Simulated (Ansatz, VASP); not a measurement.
## One calculation of CO2, two programs

```xyz
12
Lattice="5.6300 0.0000 0.0000 0.0000 5.6300 0.0000 0.0000 0.0000 5.6300" Properties=species:S:1:pos:R:3 pbc="T T T"
C     0.0000    0.0000    0.0000
C     2.8150    0.0000    2.8150
C     2.8150    2.8150    0.0000
C     0.0000    2.8150    2.8150
O     0.6746    0.6746    0.6746
O     2.1404    4.9554    3.4896
O     3.4896    2.1404    4.9554
O     4.9554    3.4896    2.1404
O     4.9554    4.9554    4.9554
O     3.4896    0.6746    2.1404
O     2.1404    3.4896    0.6746
O     0.6746    2.1404    3.4896
```

Alike in both runs: functional PBE; k mesh 4 × 4 × 4; occupations fermi-dirac, width 0.02 eV; no spin polarisation.

Ansatz relaxed the structure, and its values are those at the end. VASP's run is a single point on that final structure, the one shown.

```csv
,VASP,Ansatz
version,VASP 6.6.1,Ansatz 0.2.0
potentials or method,"VASP PAW PBE potentials, release 64 (C, O)","plane-wave PAW, scalar-relativistic"
plane-wave cutoff (eV),520,420
valence electrons in the cell,64,64
```

|  | VASP | Ansatz | Ansatz less VASP |
| --- | --- | --- | --- |
| gap on the k mesh at the Fermi level (eV) | 6.77 | 6.79 | +0.020 |
| pressure (GPa) | 2.8 | 1.3 | -1.49 |
| rms of the force components (eV/Å) | 0.303 | 0.005 | -0.2982 |

One of these differences is far larger than is usual between the two programs; its cause wasn't traced. With one functional, cell and mesh, what is left measures potentials, basis and numerics. Ansatz warned: «stress_scf_threshold_loose».

Caveats: the standard files for N, O and F lose accuracy on very short bonds. A k mesh can miss the band edges.
